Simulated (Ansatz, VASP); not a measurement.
Two plane-wave programs on CoSi

INCAR

```
SYSTEM = CoSi
ALGO = Normal
EDIFF = 1E-7
ENCUT = 520
GGA = PS
ISIF = 2
ISMEAR = -1
LASPH = .True.
LCHARG = .False.
LREAL = .False.
LWAVE = .False.
NBANDS = 14
NELM = 60
PREC = Accurate
SIGMA = 0.05
```

File KPOINTS:

```
k-points
0
Gamma
  14 14 14
  0 0 0
```

POSCAR

```
CoSi
1.0
    0.0000000000      1.9859746287      1.9859746287
    1.9859746287      0.0000000000      1.9859746287
    1.9859746287      1.9859746287      0.0000000000
Co Si
1 1
Direct
    0.0000000000      0.0000000000      0.0000000000
    0.5000000000      0.5000000000      0.5000000000
```

Input for Ansatz:

```yaml
crystal:
  lattice:
    - [0.0, 1.9859746287, 1.9859746287]
    - [1.9859746287, 0.0, 1.9859746287]
    - [1.9859746287, 1.9859746287, 0.0]
  atoms:
    - { symbol: Co, position: [0.0, 0.0, 0.0] }
    - { symbol: Si, position: [0.5, 0.5, 0.5] }
kpoints:
  mp_grid: { grid: [14, 14, 14] }
scf:
  occupations: { method: fermi_dirac, width: 0.05 }
hamiltonian:
  xc: pbesol
  pseudopotentials: { kind: paw }
output:
  forces: true
  stress: true
  eigenvalues: true
  populations: true
```

Change from the starting cell: volume scaled by 0.64, PAW files.

Alike in both runs: task single point; functional PBEsol; k mesh 14 × 14 × 14; occupations fermi-dirac, width 0.05 eV; no spin polarisation.

```csv
,VASP,Ansatz
version,VASP 6.6.1,Ansatz 0.2.0
potentials or method,"VASP PAW PBE potentials, release 64 (Co, Si)","PAW with Ansatz's default frozen-core files, scalar-relativistic"
plane-wave cutoff (eV),520,420
valence electrons in the cell,13,21
```

```tsv
	VASP	Ansatz	Ansatz less VASP
pressure (GPa)	208.6	203.7	-4.96
```

The two sets of potentials don't hold the same shells in valence.

Caveats: the cell as given lies far from equilibrium; so large a pressure means that the cell lies far from this level's equilibrium, or that cutoff or potentials fall short (VASP); the potentials were made for another functional, which shifts forces and pressure (VASP). Spin polarisation is off, so any magnetic state and its effect on volume and gap are missing.
